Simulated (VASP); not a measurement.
## SnSe2: work function with HSE06

The system is SnSe2, a sheet with vacuum.

```
Se Sn
1.0
     3.81946    0.00000    0.00000
    -1.90973    3.30775    0.00000
     0.00000    0.00000   19.18000
Se Sn
2 1
Direct
  0.33333 0.66667 0.41655
  0.66667 0.33333 0.58345
  0.00000 0.00000 0.50000
```

The cell was built by a generator and needn't be a form met in nature.

```json
{"Program": "VASP 6.6.1", "Task": "work function", "Functional": "HSE06", "Potentials or basis": "VASP PAW PBE potentials, release 64 (Se, Sn_d)", "Cutoff": "520 eV", "k mesh": "6 × 6 × 1", "Occupations": "gaussian, width 0.03 eV", "Spin": "no spin polarisation", "Grid for exact exchange (PRECFOCK)": "Fast", "Dipole correction": "yes", "Screening parameter": "0.2 1/A", "Further INCAR settings": "ALGO = Normal; EDIFF = 1e-07"}
```

```
Largest force                          : 0.403 eV/Å
Band gap on the k mesh                 : 1.44 eV, indirect (least direct gap 1.82 eV)
Ionisation potential of the upper face : 6.53 eV
```

Forces on the atoms (eV/Å):
```
Se   0.000  0.000  0.403
Se   0.000  0.000 -0.403
Sn   0.000  0.000  0.000
```

Levels at points of the mesh, in eV from the valence-band top:
| k point | band 11 | band 12 | band 13 | band 14 | band 15 | band 16 |
| --- | --- | --- | --- | --- | --- | --- |
| (0.00, 0.00, 0.00) | -0.51 | -0.06 | -0.06 | 2.39 | 3.98 | 5.58 |
| (0.50, 0.00, 0.00) | -2.41 | -0.85 | -0.38 | 1.44 | 4.96 | 6.26 |

Run time: 5.4 min on 4 MPI ranks on Intel(R) Xeon(R) Platinum 8488C (Sapphire Rapids) (shared host), peak memory 0.42 GiB a rank.

Caveat: the PAW data sets were made with another functional, which shifts forces and pressure a little; spin-orbit coupling is left out, which moves the levels of the heavy elements.
